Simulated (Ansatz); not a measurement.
# Hf (P6_3/mmc) in Ansatz: notebook

Runs on Hf. Level: r2SCAN. Tasks: single point, equation of state.

Everything below comes from runs of Ansatz 0.2.0. Logs are shortened: lines on timing, memory, paths and dates and some standing lists are left out, and cuts for length are marked.

### 1 Starting point

Symmetry: P6_3/mmc, No. 194, hexagonal system. Conventional cell: a = 3.197 Å, b = 3.197 Å, c = 5.058 Å, α = 90.00°, β = 90.00°, γ = 120.00°. Around Hf (site symmetry -6m2) lie 12 Hf at 3.13 to 3.20 Å.

### 2 Single point, r2SCAN, 21.04 Å³/atom (volume scaled by 0.94)

input.yaml reads:

```yaml
crystal:
  lattice:
    - [3.1314429137, 0.0, 0.0]
    - [-1.5657214569, 2.7119091138, 0.0]
    - [0.0, 0.0, 4.9545506207]
  atoms:
    - { symbol: Hf, position: [0.6666666667, 0.3333333333, 0.75] }
    - { symbol: Hf, position: [0.3333333333, 0.6666666667, 0.25] }
hamiltonian:
  xc: r2scan
  pseudopotentials: { kind: paw }
kpoints:
  mp_grid: { grid: [10, 10, 5] }
scf:
  occupations: { method: fermi_dirac, width: 0.05 }
output:
  forces: true
  stress: true
  eigenvalues: true
  write_density: true
  write_potential: true
  elf: true
  volumetric_format: npy
```

Potentials or basis: Ansatz PAW.

On the command line:

```console
ansatz run input.yaml --threads 2 --pin off --max-ram 5632MiB --backend cpu --events-out ev --progress --plain --runs-dir out
```

The program printed:

```text
Warning: RAYON_NUM_THREADS=2 ignored (pool sized by the plan → 2); use --threads N
Engine: ansatz 0.2.0, x86_64-unknown-linux-gnu
Pseudopotentials: kind: paw
Pseudopotential: Hf, paw, valence charge 26, recommended cutoff 500 eV (meta_gga), Hf.paw.azcp
Functional definition: r2SCAN
  parameter k0 = 0.174
  parameter k1 = 0.065
  parameter a1 = 4.9479
  exchange = r2scan_x(k0 = k0, k1 = k1, a1 = a1)
  correlation = r2scan_c
Crystal: 2 atoms, lattice volume = 42.075 Å³
Basis set: ecut = 500 eV, 1087 PW (Γ), exchange–correlation on 96×96×160 points (64 copies of the dense FFT grid, shifted against one another)
Bands: 32, of which v1, the nominal top of the filled ones, is band 26 counted from 1 (25 counted from 0)
Symmetry: 24 space group operations
Space group: P63/mmc (ITA 194), of the structure as read, at distance tolerance 3.5e-5 Å
k-points: 42 of 500
Non-local potential: Hf, projectors of the file, l = 0: 3, l = 1: 2, l = 2: 2, l = 3: 3
PAW form: soft (Blöchl's): semilocal exchange-correlation on the pseudo side does not see the compensation charge
PAW frozen core: Hf, regenerated for the run's functional (the file was generated under x = pbe(κ = 0.804, μ = 0.2195149727645171), c = pbe(β = 0.06672455060314922))
PAW one-centre angular grid: Hf, 974 points (default); XC on 160 Gauss nodes
Initial density: superposition of atomic densities (neutral atoms: chi_scale 0, normalization atom), corrected by the library's trained network
Initial wavefunctions: pseudopotential atomic-orbital guess
Functional: x = r2scan, c = r2scan; τ floored in thin density (d = 2e-4 eV/Å³)
SCF iter   1: F=—  HF=-31466.041242 eV  |F-HF|=—  |Δ(HF+E_count)|=         —  Δρ=9.12e-3  dr2=1.86e-2  dr2_τ=3.32e-2  ethr=1.77e-3  ⟨swp⟩=4.0  Hψ=4386  notcnv=0
preconditioner: auto → Kerker (q_TF=auto, 2.826 Å⁻¹)  [metal: Δε(μ)=0.180 eV  Ē_g=18.469 eV  σ=0.050 eV  W_gap=0.50  n_scr=22 (ndim 8)  ℏωp=39.7 eV  f_vac=0.000  D(μ)=1.03/eV (n_scr^D=2)]
SCF iter   2: F=—  HF=-31466.068639 eV  |F-HF|=—  |Δ(HF+E_count)|=   2.74e-2  Δρ=4.30e-3  dr2=4.62e-3  dr2_τ=1.72e-3  ethr=3.57e-5  ⟨swp⟩=2.0  Hψ=3021  notcnv=0  defer=10
SCF iter   3: F=—  HF=-31466.068322 eV  |F-HF|=—  |Δ(HF+E_count)|=   3.17e-4  Δρ=3.56e-3  dr2=3.08e-3  dr2_τ=2.94e-4  ethr=8.89e-6  ⟨swp⟩=2.9  Hψ=2943  notcnv=0  defer=10
SCF iter   4: F=—  HF=-31466.069989 eV  |F-HF|=—  |Δ(HF+E_count)|=   1.67e-3  Δρ=5.52e-4  dr2=7.30e-5  dr2_τ=4.96e-6  ethr=5.92e-6  ⟨swp⟩=2.0  Hψ=2466  notcnv=0  defer=10
SCF iter   5: F=—  HF=-31466.069957 eV  |F-HF|=—  |Δ(HF+E_count)|=   3.26e-5  Δρ=2.16e-4  dr2=1.65e-5  dr2_τ=1.60e-6  ethr=1.40e-7  ⟨swp⟩=2.0  Hψ=2418  notcnv=0  defer=10
SCF iter   6: F=—  HF=-31466.069964 eV  |F-HF|=—  |Δ(HF+E_count)|=   7.07e-6  Δρ=3.30e-5  dr2=4.12e-7  dr2_τ=5.75e-8  ethr=3.18e-8  ⟨swp⟩=2.0  Hψ=2173  notcnv=0  defer=10
SCF iter   7: F=-31466.069964 eV  HF=-31466.069964 eV  |F-HF|=2.54e-8  |Δ(HF+E_count)|=   9.67e-8  Δρ=1.46e-5  dr2=7.70e-8  dr2_τ=2.27e-9  ethr=1.92e-10  ⟨swp⟩=10.4  Hψ=11547  notcnv=0
SCF 1 converged in 7 iterations: F = -31466.069964 eV  dr2 = 7.70e-8
SCF converged after 7 iterations
Free energy (F): -31466.069964 eV
Harris-Foulkes:  -31466.069964 eV  (|F-HF|=2.54e-8)
Internal energy: -31466.061272 eV  (E = F + TS)
E sigma→0 (E₀):  -31466.065618 eV
Entropy (-TS):   -0.008692 eV (-4.346 meV/atom)
Fermi energy:    21.189359 eV
--- Per-component energies (eV) ---
  E_band       = 118.735369
  E_kinetic    = 854.061058
  E_local      = -9817.647198  (includes V_loc(G=0)·N_el)
  E_nonlocal   = -2496.801913
  E_hartree    = 4650.685122
  E_xc         = -568.612955
  E_vxc        = -589.384798  (∫ρ·V_xc dr)
  E_paw        = -13905.801987  (= ΣΔE_a)
  E_vpaw       = 2838.020004  (= ΣTr[D̂ρ^β])
  E_aug_tail   = -0.000002  (compensation charges beyond the density's cutoff)
  E_vtau       = 29.127174  (kinetic-family band-sum trace: ∫τ·v_τ [+ j·A + Jᵃ·Aᵃ] dr)
  E_ewald      = -10182.586441
  E_core_change = 0.643044  (= ΣΔE_core)
  E_smearing   = -0.008692  (= −TS)
  E_closure    = -0.000000  (closes the sum)
  Σ components = -31466.069964   (vs F -31466.069964, Δ=0.00e0)
--- Forces (eV/Å), atoms counted from 1 ---
  atom   1  Hf    -0.00000000     0.00000000     0.00000000
  atom   2  Hf     0.00000000     0.00000000     0.00000000
  max |Σ_I F_I| component: 1.85e-17 eV/Å
--- Stress (GPa, compression-positive) ---
        7.380547       0.000000       0.000000
        0.000000       7.380547       0.000000
        0.000000       0.000000       6.677226
  P = ⅓ Tr σ = 7.1461 GPa (71.461 kbar)
--- Band table (eV; the first three rows and the last of 42) ---
  k-point 0: bands = ["-42.3259", "-42.2246", "-10.9682", "-10.0229", "-10.0229", "-9.8657", "-9.8657", "-9.8651", "9.2482", "9.2894", "9.2979", "9.2979", "9.2985", "9.3000", "9.3000", "9.3147", "9.3147", "9.3193", "9.3459", "9.3459", "9.3957", "9.4001", "13.2676", "17.1581", "21.9045", "22.5364", "22.5364", "22.8661", "23.4843", "23.4843", "24.2640", "24.2640"]
  k-point 1: bands = ["-42.3163", "-42.2343", "-10.8703", "-10.0080", "-10.0080", "-9.9788", "-9.8809", "-9.8809", "9.2494", "9.2819", "9.2819", "9.2882", "9.2953", "9.3018", "9.3018", "9.3213", "9.3224", "9.3224", "9.3533", "9.3533", "9.3961", "9.3997", "13.6737", "16.9673", "21.4332", "22.3687", "22.3687", "22.5013", "23.1703", "23.1703", "24.8660", "24.8660"]
  k-point 2: bands = ["-42.2911", "-42.2598", "-10.6071", "-10.2672", "-9.9690", "-9.9690", "-9.9204", "-9.9204", "9.2561", "9.2704", "9.2767", "9.2767", "9.2845", "9.2845", "9.3077", "9.3181", "9.3442", "9.3442", "9.3558", "9.3558", "9.3972", "9.3986", "14.7648", "16.1096", "21.1403", "21.7002", "22.3188", "22.3188", "22.6304", "22.6304", "26.0688", "26.0688"]
  k-point 41: bands = ["-42.2201", "-42.2161", "-10.7194", "-10.7049", "-10.4647", "-10.3645", "-10.0688", "-10.0380", "9.2836", "9.2913", "9.2948", "9.3018", "9.3036", "9.3078", "9.3181", "9.3192", "9.3214", "9.3227", "9.3253", "9.3325", "9.3706", "9.3709", "18.9155", "18.9289", "19.8014", "20.0160", "20.8600", "21.1441", "23.6524", "24.6031", "26.9135", "27.3085"]
```

rho_z.tsv:

```text
# z_ang	rho[e/angstrom^3]
# format = ansatz-planar-average/11
# lattice	3.131442914	0.000000000	0.000000000
# lattice	-1.565721457	2.711909114	0.000000000
# lattice	0.000000000	0.000000000	4.954550621
# sites	2
# site	72	1.565721457	0.903969705	3.715912966
# site	72	-0.000000000	1.807939409	1.238637655
0.000000	2.076313e-1
0.123864	2.153564e-1
0.247728	2.451635e-1
0.371591	3.189008e-1
0.495455	4.763660e-1
0.619319	7.691228e-1
[... 32 lines left out ...]
4.706823	2.451635e-1
4.830687	2.153564e-1
```

v_z.tsv:

```text
# z_ang	v_es[eV]	v_tot[eV]
# format = ansatz-planar-average/11
# xc	r2scan
# density_cutoff_ev	2000
# datasets	Hf=:simpson_from_first_knot:soft:shift=0
# lattice	3.131442914	0.000000000	0.000000000
# lattice	-1.565721457	2.711909114	0.000000000
# lattice	0.000000000	0.000000000	4.954550621
# sites	2
# site	72	1.565721457	0.903969705	3.715912966
# site	72	-0.000000000	1.807939409	1.238637655
0.000000	2.007941e1	9.778655e0
0.123864	1.978853e1	9.365118e0
0.247728	1.890139e1	8.361648e0
0.371591	1.735631e1	6.485870e0
0.495455	1.524371e1	3.690677e0
0.619319	1.289094e1	4.686307e-1
[... 32 lines left out ...]
4.706823	1.890139e1	8.361648e0
4.830687	1.978853e1	9.365118e0
```

Run time: 4.6 s. Hardware: 2 threads of AMD EPYC 7R43 (Zen 3), shared host; peak memory 0.51 GiB.

What came out:

- Free energy: -31466.0700 eV
- Pressure: 7.1 GPa
- Band gap on the k mesh: none (metal or under the smearing width)

Caveat: the PAW data sets come from PBE, with cores solved anew for the run's functional, which leaves a small shift of forces and pressure.

### 3 Single point, r2SCAN, 21.49 Å³/atom (volume scaled by 0.96)

input.yaml, as its differences from that of step 2:

```diff
@@ -2,5 +2,5 @@
   lattice:
-    - [3.1314429137, 0.0, 0.0]
-    - [-1.5657214569, 2.7119091138, 0.0]
-    - [0.0, 0.0, 4.9545506207]
+    - [3.1534960552, 0.0, 0.0]
+    - [-1.5767480276, 2.7310076946, 0.0]
+    - [0.0, 0.0, 4.9894429718]
   atoms:
@@ -19,5 +19 @@
   eigenvalues: true
-  write_density: true
-  write_potential: true
-  elf: true
-  volumetric_format: npy
```

Potentials or basis: Ansatz PAW.

On the command line:

```console
ansatz run input.yaml --threads 2 --pin off --max-ram 5632MiB --backend cpu --events-out ev --progress --plain --runs-dir out
```

It took 4.2 s on 2 threads of AMD EPYC 7R43 (Zen 3), shared host; peak memory 0.52 GiB.

It converged, with:

* Free energy: -31466.1022 eV
* Pressure: 4.4 GPa
* Band gap on the k mesh: none (metal or under the smearing width)

Caveat: the PAW data sets come from PBE, with cores solved anew for the run's functional, which leaves a small shift of forces and pressure.

### 4 Single point, r2SCAN, 21.93 Å³/atom (volume scaled by 0.98)

input.yaml, as its differences from that of step 3:

```diff
@@ -2,5 +2,5 @@
   lattice:
-    - [3.1534960552, 0.0, 0.0]
-    - [-1.5767480276, 2.7310076946, 0.0]
-    - [0.0, 0.0, 4.9894429718]
+    - [3.1752449911, 0.0, 0.0]
+    - [-1.5876224956, 2.7498428256, 0.0]
+    - [0.0, 0.0, 5.0238540107]
   atoms:
```

On the command line:

```console
ansatz run input.yaml --threads 2 --pin off --max-ram 5632MiB --backend cpu --events-out ev --progress --plain --runs-dir out
```

It took 4 s on 2 threads of AMD EPYC 7R43 (Zen 3), shared host; peak memory 0.52 GiB.

It converged, with:

```
Free energy            : -31466.1199 eV
Pressure               : 2.0 GPa
Band gap on the k mesh : none (metal or under the smearing width)
```

Caveat: the PAW data sets come from PBE, with cores solved anew for the run's functional, which leaves a small shift of forces and pressure.

### 5 Single point, r2SCAN, 22.38 Å³/atom

input.yaml, as its differences from that of step 4:

```diff
@@ -2,5 +2,5 @@
   lattice:
-    - [3.1752449911, 0.0, 0.0]
-    - [-1.5876224956, 2.7498428256, 0.0]
-    - [0.0, 0.0, 5.0238540107]
+    - [3.1967, 0.0, 0.0]
+    - [-1.59835, 2.7684234083, 0.0]
+    - [0.0, 0.0, 5.0578]
   atoms:
```

On the command line:

```console
ansatz run input.yaml --threads 2 --pin off --max-ram 5632MiB --backend cpu --events-out ev --progress --plain --runs-dir out
```

It took 4.8 s on 2 threads of AMD EPYC 7R43 (Zen 3), shared host; peak memory 0.52 GiB.

It converged, with:

| Quantity | Value |
| --- | --- |
| Free energy | -31466.1244 eV |
| Pressure | -0.3 GPa |
| Band gap on the k mesh | none (metal or under the smearing width) |

Caveat: the PAW data sets come from PBE, with cores solved anew for the run's functional, which leaves a small shift of forces and pressure.

### 6 Single point, r2SCAN, 22.83 Å³/atom (volume scaled by 1.02)

input.yaml, as its differences from that of step 5:

```diff
@@ -2,5 +2,5 @@
   lattice:
-    - [3.1967, 0.0, 0.0]
-    - [-1.59835, 2.7684234083, 0.0]
-    - [0.0, 0.0, 5.0578]
+    - [3.2178708157, 0.0, 0.0]
+    - [-1.6089354078, 2.7867578725, 0.0]
+    - [0.0, 0.0, 5.0912963404]
   atoms:
```

Potentials or basis: Ansatz PAW.

On the command line:

```console
ansatz run input.yaml --threads 2 --pin off --max-ram 5632MiB --backend cpu --events-out ev --progress --plain --runs-dir out
```

Wall time 4.6 s (2 threads of AMD EPYC 7R43 (Zen 3), shared host); peak memory 0.51 GiB.

It converged, with:

```
Free energy            : -31466.1171 eV
Pressure               : -2.3 GPa
Band gap on the k mesh : none (metal or under the smearing width)
```

Caveat: the PAW data sets come from PBE, with cores solved anew for the run's functional, which leaves a small shift of forces and pressure.

### 7 Single point, r2SCAN, 23.28 Å³/atom (volume scaled by 1.04)

input.yaml, as its differences from that of step 6:

```diff
@@ -2,5 +2,5 @@
   lattice:
-    - [3.2178708157, 0.0, 0.0]
-    - [-1.6089354078, 2.7867578725, 0.0]
-    - [0.0, 0.0, 5.0912963404]
+    - [3.2387666662, 0.0, 0.0]
+    - [-1.6193833331, 2.8048542099, 0.0]
+    - [0.0, 0.0, 5.1243576326]
   atoms:
```

On the command line:

```console
ansatz run input.yaml --threads 2 --pin off --max-ram 5632MiB --backend cpu --events-out ev --progress --plain --runs-dir out
```

Run time: 5.8 s. Hardware: 2 threads of AMD EPYC 7R43 (Zen 3), shared host; peak memory 0.51 GiB.

It converged, with:

- Free energy: -31466.0990 eV
- Pressure: -4.2 GPa
- Band gap on the k mesh: none (metal or under the smearing width)

Caveat: the PAW data sets come from PBE, with cores solved anew for the run's functional, which leaves a small shift of forces and pressure.

### 8 Single point, r2SCAN, 23.72 Å³/atom (volume scaled by 1.06)

input.yaml, as its differences from that of step 7:

```diff
@@ -2,5 +2,5 @@
   lattice:
-    - [3.2387666662, 0.0, 0.0]
-    - [-1.6193833331, 2.8048542099, 0.0]
-    - [0.0, 0.0, 5.1243576326]
+    - [3.2593963094, 0.0, 0.0]
+    - [-1.6296981547, 2.822720005, 0.0]
+    - [0.0, 0.0, 5.1569977332]
   atoms:
```

On the command line:

```console
ansatz run input.yaml --threads 2 --pin off --max-ram 5632MiB --backend cpu --events-out ev --progress --plain --runs-dir out
```

Run time: 4.6 s. Hardware: 2 threads of AMD EPYC 7R43 (Zen 3), shared host; peak memory 0.52 GiB.

Results (log left out):

```yaml
Free_energy: -31466.0709 eV
Pressure: -5.9 GPa
Band_gap_on_the_k_mesh: none (metal or under the smearing width)
```

Caveat: the PAW data sets come from PBE, with cores solved anew for the run's functional, which leaves a small shift of forces and pressure.

### 9 Equation of state, r2SCAN

Potentials or basis: Ansatz PAW.

This step only gathers the single runs of the series.

Results:

```yaml
Equilibrium_volume: 22.32 Å³/atom
Bulk_modulus_at_fixed_shape_and_positions: 108 GPa
Pressure_derivative_of_the_bulk_modulus: 3.8
```

Energy against volume, from the lowest point:
| volume (Å³/atom) | energy (meV/atom) |
| --- | --- |
| 21.037 | 27.23 |
| 21.485 | 11.12 |
| 21.933 | 2.28 |
| 22.380 | 0.00 |
| 22.828 | 3.66 |
| 23.276 | 12.73 |
| 23.723 | 26.77 |

Caveat: the cell was scaled at fixed shape and fractional positions, which overstates the stiffness of a crystal with free parameters, most of all of layers and chains; the PAW data sets were made with another functional, which shifts forces and pressure a little. The run has no spin-orbit coupling, so splittings on Hf are missing.
